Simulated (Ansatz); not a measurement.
# Ag (Fm-3m) in Ansatz: further runs

One crystal, Ag, is run at these levels: PBEsol; tasks: single point.

All numbers are computed with Ansatz 0.2.0; they aren't measurements. Logs are shortened: lines on timing, memory, paths and dates and some standing lists are left out, and cuts for length are marked.

## (1) The crystal as given

It takes space group Fm-3m (No. 225, cubic). The conventional cell has a = 4.085 Å, b = 4.085 Å, c = 4.085 Å, α = 90.00°, β = 90.00°, γ = 90.00°. Ag (site symmetry m-3m) is surrounded by 12 Ag at 2.89 Å.

## (2) Single point, PBEsol, 16.03 Å³/atom (volume scaled by 0.94)

File input.yaml:

```yaml
crystal:
  lattice:
    - [0.0, 2.0010495236, 2.0010495236]
    - [2.0010495236, 0.0, 2.0010495236]
    - [2.0010495236, 2.0010495236, 0.0]
  atoms:
    - { symbol: Ag, position: [0.0, 0.0, 0.0] }
kpoints:
  mp_grid: { grid: [11, 11, 11] }
scf:
  occupations: { method: fermi_dirac, width: 0.05 }
hamiltonian:
  xc: pbesol
  pseudopotentials: { kind: all_electron, lapw: { basis_error: 0.0005 } }
output:
  forces: true
  stress: true
  eigenvalues: true
```

Potentials or basis: all-electron LAPW, scalar-relativistic.

Command:

```bash
> ansatz run input.yaml --threads 1 --pin off --max-ram 3072MiB --backend cpu --events-out ev --progress --plain --runs-dir out
```

Output:

```text
Warning: RAYON_NUM_THREADS=1 ignored (pool sized by the plan → 1); use --threads N
LAPW: plane waves up to 8.430 Å⁻¹, error target 5.0e-4 eV per atom; small_component_spin mean_spin; Ag in spheres of 1.415 Å, 29 of its electrons in bands, Dirac shells [] (how accurate: hamiltonian.pseudopotentials.lapw.basis_error, Limitations)
Engine: ansatz 0.2.0, aarch64-unknown-linux-gnu
Pseudopotentials: kind: all_electron
Pseudopotential: Ag, LAPW, valence charge 29, lapw/all_electron/scalar/gaussian/Ag, Koelling and Harmon's equation, gaussian nucleus
Functional definition: PBEsol
  exchange = pbesol_x
  correlation = pbesol_c
Crystal: 1 atoms, lattice volume = 16.025 Å³
Basis set: ecut = 270.7355374859889 eV, 169 PW (Γ), exchange–correlation at level 2
Bands: 19, of which v1, the nominal top of the filled ones, is band 15 counted from 1 (14 counted from 0)
Symmetry: 48 space group operations
Space group: Fm-3m (ITA 225), of the structure as read, at distance tolerance 2.5e-5 Å
k-points: 56 of 1331
Non-local potential: Ag, projectors of the file, none
Initial density: superposition of atomic densities (chi_scale 0.1, normalization cell)
Initial wavefunctions: plane waves of lowest kinetic energy (no species holds an atomic orbital)
Functional: x = pbesol(κ = 0.804, μ = 0.12345679012345678), c = pbesol(β = 0.046)
iter 1 solved again at ethr=1.76e-4 eV; its pass at ethr=1.00e-1 eV (dr2=5.10e-2 eV) is discarded
SCF iter   1: F=—  HF=-144588.314353 eV  |F-HF|=—  |Δ(HF+E_count)|=         —  Δρ=2.37e-2  dr2=5.13e-2  ethr=1.76e-4  ⟨swp⟩=2.9  Hψ=6951  notcnv=0
preconditioner: auto → none  [insulator: Δε(μ)=0.132 eV  Ē_g=16.221 eV  σ=0.050 eV  W_gap=0.57  n_scr=8 (ndim 8)  ℏωp=30.8 eV  f_vac=0.003  D(μ)=0.27/eV (n_scr^D=0)  ε∞_Penn≈4.6]
iter 2 solved again at ethr=5.93e-7 eV; its pass at ethr=1.76e-4 eV (dr2=1.72e-4 eV) is discarded
SCF iter   2: F=—  HF=-144588.075042 eV  |F-HF|=—  |Δ(HF+E_count)|=   2.39e-1  Δρ=1.14e-3  dr2=1.73e-4  ethr=5.93e-7  ⟨swp⟩=2.6  Hψ=5414  notcnv=0
SCF iter   3: F=—  HF=-144588.009982 eV  |F-HF|=—  |Δ(HF+E_count)|=   6.51e-2  Δρ=3.71e-3  dr2=1.16e-3  ethr=5.93e-7  ⟨swp⟩=3.0  Hψ=3346  notcnv=0
SCF iter   4: F=—  HF=-144588.007827 eV  |F-HF|=—  |Δ(HF+E_count)|=   2.15e-3  Δρ=5.63e-4  dr2=2.47e-5  ethr=5.93e-7  ⟨swp⟩=2.6  Hψ=2985  notcnv=0
SCF iter   5: F=—  HF=-144588.007823 eV  |F-HF|=—  |Δ(HF+E_count)|=   4.05e-6  Δρ=2.51e-5  dr2=8.96e-8  ethr=8.53e-8  ⟨swp⟩=2.0  Hψ=2949  notcnv=0
SCF iter   6: F=-144588.007823 eV  HF=-144588.007823 eV  |F-HF|=1.05e-9  |Δ(HF+E_count)|=   1.85e-7  Δρ=4.41e-6  dr2=1.40e-9  ethr=3.09e-10  ⟨swp⟩=2.5  Hψ=2979  notcnv=0
SCF 1 converged in 6 iterations: F = -144588.007823 eV  dr2 = 1.40e-9
SCF converged after 6 iterations
Free energy (F): -144588.007823 eV
Harris-Foulkes:  -144588.007823 eV  (|F-HF|=1.05e-9)
Internal energy: -144588.006005 eV  (E = F + TS)
E sigma→0 (E₀):  -144588.006914 eV
Entropy (-TS):   -0.001819 eV (-1.819 meV/atom)
Fermi energy:    20.320046 eV
--- Per-component energies (eV) ---
  E_band       = -3536.398966
  E_kinetic    = 151165.846296
  E_xc         = -3997.715306
  E_electrostatic = -291756.136994  (all electrons and nuclei)
  E_smearing   = -0.001819  (= −TS)
  E_closure    = 0.000000  (closes the sum)
  E_atoms      = -144584.709470  (free atoms, spherical and without spin; not in F)
  Σ components = -144588.007823   (vs F -144588.007823, Δ=0.00e0)
  Basis errors (estimates in eV, not in F): energy 1.1e-4 per atom: plane waves 1.0e-4 (5.0e-5 summed), levels above the bands 5.2e-156, relativity 1.5e-8, radial functions 7.1e-6, core shells 7.5e-9; eigenvalues (radial functions only) 4.6e-7; not estimated: angular momenta, meshes, grids; target (lapw.basis_error) 5.0e-4; muffin-tin radii Ag 1.415 Å
--- Forces (eV/Å), atoms counted from 1 ---
  atom   1  Ag    -0.00000000     0.00000000     0.00000000
  max |Σ_I F_I| component: 7.40e-32 eV/Å
--- Stress (GPa, compression-positive) ---
        4.761305       0.000000       0.000000
        0.000000       4.761305      -0.000000
        0.000000      -0.000000       4.761305
  P = ⅓ Tr σ = 4.7613 GPa (47.613 kbar)
--- Band table (eV; the first three rows and the last of 56) ---
  k-point 0: bands = ["-335.2777", "-335.2777", "-335.2777", "-335.2712", "-335.2712", "-71.8737", "-35.2611", "-35.2611", "-35.2611", "11.8398", "15.1581", "15.1581", "15.1581", "16.3306", "16.3306", "36.0826", "40.0137", "40.0137", "40.0137"]
  k-point 1: bands = ["-335.2777", "-335.2777", "-335.2777", "-335.2712", "-335.2712", "-71.8719", "-35.2779", "-35.2636", "-35.2636", "12.1092", "15.0933", "15.2344", "15.2344", "16.3022", "16.3022", "36.1431", "38.2558", "40.1842", "40.1842"]
  k-point 2: bands = ["-335.2777", "-335.2777", "-335.2777", "-335.2712", "-335.2712", "-71.8668", "-35.3231", "-35.2703", "-35.2703", "12.8131", "15.0360", "15.3716", "15.3716", "16.3098", "16.3098", "34.3021", "37.0629", "40.5106", "40.5106"]
  k-point 55: bands = ["-335.2777", "-335.2777", "-335.2777", "-335.2712", "-335.2712", "-71.8425", "-35.4081", "-35.3967", "-35.3382", "14.1407", "14.6040", "15.0727", "16.3393", "17.3888", "25.7300", "25.8869", "27.8516", "29.7239", "41.7492"]
```

Run time: 4.4 s. Hardware: 1 thread of Arm Neoverse V2, shared host; peak memory 0.26 GiB.

Results:

```
Free energy            : -144588.0078 eV
Pressure               : 4.8 GPa
Band gap on the k mesh : none (metal or under the smearing width)
```

## (3) Single point, PBEsol, 16.37 Å³/atom (volume scaled by 0.96)

input.yaml: that of step 2 with these lines changed.

```diff
@@ -2,5 +2,5 @@
   lattice:
-    - [0.0, 2.0010495236, 2.0010495236]
-    - [2.0010495236, 0.0, 2.0010495236]
-    - [2.0010495236, 2.0010495236, 0.0]
+    - [0.0, 2.0151418859, 2.0151418859]
+    - [2.0151418859, 0.0, 2.0151418859]
+    - [2.0151418859, 2.0151418859, 0.0]
   atoms:
```

Potentials or basis: all-electron LAPW, scalar-relativistic.

Command:

```bash
> ansatz run input.yaml --threads 1 --pin off --max-ram 3072MiB --backend cpu --events-out ev --progress --plain --runs-dir out
```

Wall time 3.7 s (1 thread of Arm Neoverse V2, shared host); peak memory 0.25 GiB.

It converged, with:

* Free energy: -144588.0148 eV
* Pressure: 1.8 GPa
* Band gap on the k mesh: none (metal or under the smearing width)

## (4) Single point, PBEsol, 16.71 Å³/atom (volume scaled by 0.98)

input.yaml: that of step 3 with these lines changed.

```diff
@@ -2,5 +2,5 @@
   lattice:
-    - [0.0, 2.0151418859, 2.0151418859]
-    - [2.0151418859, 0.0, 2.0151418859]
-    - [2.0151418859, 2.0151418859, 0.0]
+    - [0.0, 2.0290398554, 2.0290398554]
+    - [2.0290398554, 0.0, 2.0290398554]
+    - [2.0290398554, 2.0290398554, 0.0]
   atoms:
```

Command:

```bash
> ansatz run input.yaml --threads 1 --pin off --max-ram 3072MiB --backend cpu --events-out ev --progress --plain --runs-dir out
```

Wall time 3.6 s (1 thread of Arm Neoverse V2, shared host); peak memory 0.25 GiB.

It converged, with:

```
Free energy            : -144588.0159 eV
Pressure               : -0.7 GPa
Band gap on the k mesh : none (metal or under the smearing width)
```

## (5) Single point, PBEsol, 17.05 Å³/atom

input.yaml: that of step 4 with these lines changed.

```diff
@@ -2,5 +2,5 @@
   lattice:
-    - [0.0, 2.0290398554, 2.0290398554]
-    - [2.0290398554, 0.0, 2.0290398554]
-    - [2.0290398554, 2.0290398554, 0.0]
+    - [0.0, 2.04275, 2.04275]
+    - [2.04275, 0.0, 2.04275]
+    - [2.04275, 2.04275, 0.0]
   atoms:
```

Command:

```bash
> ansatz run input.yaml --threads 1 --pin off --max-ram 3072MiB --backend cpu --events-out ev --progress --plain --runs-dir out
```

Wall time 3.6 s (1 thread of Arm Neoverse V2, shared host); peak memory 0.25 GiB.

It converged, with:

```
Free energy            : -144588.0120 eV
Pressure               : -2.9 GPa
Band gap on the k mesh : none (metal or under the smearing width)
```

## (6) Single point, PBEsol, 17.39 Å³/atom (volume scaled by 1.02)

input.yaml: that of step 5 with these lines changed.

```diff
@@ -2,5 +2,5 @@
   lattice:
-    - [0.0, 2.04275, 2.04275]
-    - [2.04275, 0.0, 2.04275]
-    - [2.04275, 2.04275, 0.0]
+    - [0.0, 2.05627854, 2.05627854]
+    - [2.05627854, 0.0, 2.05627854]
+    - [2.05627854, 2.05627854, 0.0]
   atoms:
```

Potentials or basis: all-electron LAPW, scalar-relativistic.

Command:

```bash
> ansatz run input.yaml --threads 1 --pin off --max-ram 3072MiB --backend cpu --events-out ev --progress --plain --runs-dir out
```

Run time: 3.6 s. Hardware: 1 thread of Arm Neoverse V2, shared host; peak memory 0.25 GiB.

Results (log left out):

```yaml
Free_energy: -144588.0037 eV
Pressure: -4.8 GPa
Band_gap_on_the_k_mesh: none (metal or under the smearing width)
```

## (7) Single point, PBEsol, 17.73 Å³/atom (volume scaled by 1.04)

input.yaml: that of step 6 with these lines changed.

```diff
@@ -2,5 +2,5 @@
   lattice:
-    - [0.0, 2.05627854, 2.05627854]
-    - [2.05627854, 0.0, 2.05627854]
-    - [2.05627854, 2.05627854, 0.0]
+    - [0.0, 2.0696313722, 2.0696313722]
+    - [2.0696313722, 0.0, 2.0696313722]
+    - [2.0696313722, 2.0696313722, 0.0]
   atoms:
```

Command:

```bash
> ansatz run input.yaml --threads 1 --pin off --max-ram 3072MiB --backend cpu --events-out ev --progress --plain --runs-dir out
```

Run time: 3.5 s. Hardware: 1 thread of Arm Neoverse V2, shared host; peak memory 0.24 GiB.

It converged, with:

```
Free energy            : -144587.9916 eV
Pressure               : -6.5 GPa
Band gap on the k mesh : none (metal or under the smearing width)
```

## (8) Single point, PBEsol, 18.07 Å³/atom (volume scaled by 1.06)

input.yaml: that of step 7 with these lines changed.

```diff
@@ -2,5 +2,5 @@
   lattice:
-    - [0.0, 2.0696313722, 2.0696313722]
-    - [2.0696313722, 0.0, 2.0696313722]
-    - [2.0696313722, 2.0696313722, 0.0]
+    - [0.0, 2.082814093, 2.082814093]
+    - [2.082814093, 0.0, 2.082814093]
+    - [2.082814093, 2.082814093, 0.0]
   atoms:
```

Command:

```bash
> ansatz run input.yaml --threads 1 --pin off --max-ram 3072MiB --backend cpu --events-out ev --progress --plain --runs-dir out
```

Run time: 3.5 s. Hardware: 1 thread of Arm Neoverse V2, shared host; peak memory 0.25 GiB.

The run converged. Its results:

* Free energy: -144587.9763 eV
* Pressure: -7.9 GPa
* Band gap on the k mesh: none (metal or under the smearing width)

## (9) For comparison

An earlier run on the cell as given: functional PBEsol; potentials or basis all-electron LAPW, scalar-relativistic; cutoff 240 eV (chosen from the basis error); basis error allowed 0.001 eV/atom; k mesh 11 × 11 × 11; occupations fermi-dirac, width 0.05 eV; no spin polarisation.

* Pressure: -2.9 GPa
* Band gap on the k mesh: none (metal or under the smearing width)
